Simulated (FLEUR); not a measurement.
Crystal: Sr.

```
Sr
1.0
    -2.43500    2.43500    2.43500
     2.43500   -2.43500    2.43500
     2.43500    2.43500   -2.43500
Sr
1
Direct
  0.00000 0.00000 0.00000
```

This isn't the form of Sr at room conditions, which is fcc.

```yaml
Program: FLEUR MaX-R8.1 (later development tree)
Task: single point
Functional: PBE
Potentials_or_basis: all-electron
Basis: FLAPW
Kmax: 4.1 1/bohr
k_mesh: 8 × 8 × 8
Occupations: fermi-dirac, width 0.05 eV
Spin: no spin polarisation
Gmax: 12.7 1/bohr
Muffin-tin_radii: Sr 2.66 bohr
lmax: Sr 11
Local_orbitals_a_species: Sr 5
Max_iterations: 60
Mixing_factor: 0.05
Mixer: Anderson
Mixer_history: 15
Density_convergence: 1e-05 me/bohr^3
```

On this cell: band gap on the k mesh none (metal or under the smearing width).

The same run follows on a disturbed copy (cell strained at random at fixed volume):

```
Sr
1.0
    -2.38017    2.47759    2.42469
     2.37795   -2.51859    2.46347
     2.36561    2.50403   -2.46569
Sr
1
Cartesian
  -0.0510 -0.0162 0.0820
```

Question: What changes?

Answer: The energy (extrapolated to zero smearing) moves by +1.0 meV/atom; band gap on the k mesh none (metal or under the smearing width).

Caveats: the cell was measured hot, at 901 K.
